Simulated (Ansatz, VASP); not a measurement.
## Ni: programs and potentials compared

```xyz
1
Lattice="0.0000 1.7376 1.7376 1.7376 0.0000 1.7376 1.7376 1.7376 0.0000" Properties=species:S:1:pos:R:3 pbc="T T T"
Ni    0.0000    0.0000    0.0000
```

Alike in all runs: task single point; functional PBE; k mesh 13 × 13 × 13; occupations gaussian, width 0.016 eV; collinear spin, ferromagnetic start; no spin-orbit coupling. Pressure is positive in compression and, in plane waves, holds the error of the finite cutoff, which Ansatz's Pulay term estimates and takes out.

```json
{"program and potentials": "Ansatz, Ansatz PAW", "plane-wave cutoff (eV)": "420", "notes": "18 valence electrons an atom on average; Pulay term of +0.06 GPa included", "pressure (GPa)": "8.01", "net moment per atom (μB)": "0.64"}
{"program and potentials": "Ansatz, all-electron LAPW, scalar-relativistic", "plane-wave cutoff (eV)": "-", "notes": "-", "pressure (GPa)": "7.98", "net moment per atom (μB)": "0.64"}
{"program and potentials": "VASP, PBE PAW files Ni, 520 eV", "plane-wave cutoff (eV)": "520", "notes": "10 valence electrons an atom on average", "pressure (GPa)": "7.67", "net moment per atom (μB)": "0.62"}
```

The pressure spans 7.67 (VASP, PBE PAW files Ni, 520 eV) to 8.01 GPa (Ansatz, Ansatz PAW), with all-electron results at 7.98. The net moment per atom spans 0.62 (VASP, PBE PAW files Ni, 520 eV) to 0.64 μB (Ansatz, all-electron LAPW, scalar-relativistic), with all-electron results at 0.64. The state is the one that the start led to, which needn't be the lowest.

The functional is the same throughout but for its coding, so the spread measures potentials, basis and numerics; runs on potential files found faulty are left out.

All three calculations describe the same compressed ferromagnetic metal: the positive pressure means that the cell is smaller than the equilibrium cell of the functional. Ansatz PAW follows the all-electron reference closely, at 8.01 against 7.98 GPa, while VASP lies somewhat lower at 7.67 GPa, possibly because its smaller valence space leaves the semicore s and p shells frozen, though basis and projector errors could contribute as well.

The moment hardly varies because nickel is a strong ferromagnet. Its majority d band is essentially full, so the moment is set mainly by the holes in the minority d band and by the sp-d electron balance, and small differences in the potential have little room to change it. Pressure, as a volume derivative of the energy, is more sensitive to how the core and the overlap region are described. Agreement at a single volume doesn't establish equally good agreement for the bulk modulus or for the collapse of magnetism under strong compression.
